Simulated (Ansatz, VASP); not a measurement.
**One calculation of Ta, two programs**

INCAR

```
SYSTEM = Ta
PREC = Accurate
ENCUT = 520
EDIFF = 1E-6
ISMEAR = 0
SIGMA = 0.15
LREAL = .FALSE.
LASPH = .TRUE.
NELM = 60
ALGO = Fast
ISIF = 2
LWAVE = .FALSE.
LCHARG = .FALSE.
GGA = PE
NBANDS = 12
```

File KPOINTS:

```
Automatic mesh
0
G
  18 18 18
  0 0 0
```

POSCAR

```
Ta
1.0
   -1.5225761745      1.6594835689      1.6594835689
    1.5225761745     -1.6594835689      1.6594835689
    1.5225761745      1.6594835689     -1.6594835689
Ta
1
Direct
    0.0000000000      0.0000000000      0.0000000000
```

Input for Ansatz:

```yaml
crystal:
  lattice:
    - [-1.5225761745, 1.6594835689, 1.6594835689]
    - [1.5225761745, -1.6594835689, 1.6594835689]
    - [1.5225761745, 1.6594835689, -1.6594835689]
  atoms:
    - { symbol: Ta, position: [0.0, 0.0, 0.0] }
basis:
  ecutwfc: 420
kpoints:
  mp_grid: { grid: [18, 18, 18] }
hamiltonian:
  xc: pbe
  pseudopotentials: { kind: paw, azcp: { folder: soft_1 } }
scf:
  occupations: { method: gaussian, width: 0.15 }
output:
  forces: true
  stress: true
  eigenvalues: true
```

Change from the starting cell: normal strain along x -0.0825, normal strain along z +0.0000.

Alike in both runs: task single point; functional PBE; k mesh 18 × 18 × 18; occupations gaussian, width 0.15 eV; no spin polarisation.

|  | VASP | Ansatz |
| --- | --- | --- |
| version | VASP 6.6.1 | Ansatz 0.2.0 |
| potentials or method | VASP PAW PBE potentials, release 64 (Ta_pv) | scalar-relativistic, plane waves, PAW |
| plane-wave cutoff (eV) | 520 | 420 |
| valence electrons in the cell | 11 | 13 |

|  | VASP | Ansatz | Ansatz less VASP |
| --- | --- | --- | --- |
| gap on the k mesh at the Fermi level (eV) | none | none | - |
| pressure (GPa) | 20.8 | 20.5 | -0.27 |
| largest component of the traceless stress (GPa) | 6.25 | 6.26 | +0.012 |

A gap of «none» marks a metal or a gap that the smearing closes. The two sets of potentials don't hold the same shells in valence.

Caveats: so large a pressure means that the cell lies far from this level's equilibrium, or that cutoff or potentials fall short (VASP). The runs have no spin-orbit coupling, so splittings on Ta are missing.
